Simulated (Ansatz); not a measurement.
**Every step of a relaxation of Nb (hcp type)**

DFT, PBE, PAW with Ansatz's default frozen-core files, fully relativistic files with spin-orbit coupling (Ansatz 0.2.0); a Γ-centred 16×16×9 k mesh, Fermi–Dirac smearing of 0.05 eV, no spin polarisation. The run relaxes cell and atoms at a target pressure of 0 GPa.

Command: `ansatz run input.yaml --threads 2 --pin off --max-ram 5120MiB --backend cpu --events-out ev --progress --plain --runs-dir out` It took 56 s on 2 threads of Arm Neoverse V2, with other jobs on the host, peak memory 0.57 GiB.

PAW: frozen-core files, cutoff 420 eV; forces are relaxed below 0.005 eV/Å.

Each step lists its free energy a cell above the last geometry, the pressure, the cell vectors (Å), and Cartesian positions (Å) with forces (eV/Å).

The first step:

```
step 1  dF = 136.18 meV  P = 5.05 GPa
  cell 2.9564 0.0000 0.0000  -1.4782 2.5603 0.0000  0.0000 0.0000 4.7894
  Nb 0.0000 1.7069 1.1973   0.0000 0.0000 0.0000
  Nb 1.4782 0.8534 3.5920   0.0000 0.0000 0.0000
```

**Question.** Where does the relaxation end, and by which steps?

**Answer.** After 7 geometries, with conventional a, b, c = 2.869, 2.869, 5.238 Å, at 18.669 Å³/atom (+3.00 % against the start) in space group P6_3/mmc, with a shortest distance of 2.869 Å. The further steps:
```
step 2  dF = 82.77 meV  P = -4.98 GPa
  cell 2.9765 0.0000 0.0000  -1.4883 2.5778 0.0000  0.0000 0.0000 5.0238
  Nb 0.0000 1.7185 1.2559   0.0000 0.0000 0.0000
  Nb 1.4883 0.8593 3.7678   0.0000 0.0000 0.0000
step 3  dF = 32.36 meV  P = -4.04 GPa
  cell 2.9335 0.0000 0.0000  -1.4667 2.5405 0.0000  0.0000 0.0000 5.1366
  Nb 0.0000 1.6936 1.2841   0.0000 0.0000 0.0000
  Nb 1.4667 0.8468 3.8524   0.0000 0.0000 0.0000
step 4  dF = 12.66 meV  P = 1.79 GPa
  cell 2.8337 0.0000 0.0000  -1.4168 2.4540 0.0000  0.0000 0.0000 5.3244
  Nb 0.0000 1.6360 1.3311   0.0000 0.0000 0.0000
  Nb 1.4168 0.8180 3.9933   0.0000 0.0000 0.0000
step 5  dF = 0.19 meV  P = 0.00 GPa
  cell 2.8727 0.0000 0.0000  -1.4364 2.4878 0.0000  0.0000 0.0000 5.2232
  Nb 0.0000 1.6586 1.3058   0.0000 0.0000 0.0000
  Nb 1.4364 0.8293 3.9174   0.0000 0.0000 0.0000
step 6  dF = 0.01 meV  P = -0.06 GPa
  cell 2.8691 0.0000 0.0000  -1.4345 2.4847 0.0000  0.0000 0.0000 5.2397
  Nb 0.0000 1.6565 1.3099   0.0000 0.0000 0.0000
  Nb 1.4345 0.8282 3.9298   0.0000 0.0000 0.0000
step 7  dF = 0.00 meV  P = 0.00 GPa
  cell 2.8691 0.0000 0.0000  -1.4346 2.4847 0.0000  0.0000 0.0000 5.2375
  Nb 0.0000 1.6565 1.3094   0.0000 0.0000 0.0000
  Nb 1.4346 0.8282 3.9281   0.0000 0.0000 0.0000
step 8  dF = -0.37 meV  P = 0.00 GPa  (same geometry on a basis chosen anew; earlier energies don't compare to the last digit)
  cell 2.8691 0.0000 0.0000  -1.4346 2.4847 0.0000  0.0000 0.0000 5.2375
  Nb 0.0000 1.6565 1.3094   0.0000 0.0000 0.0000
  Nb 1.4346 0.8282 3.9281   0.0000 0.0000 0.0000
```
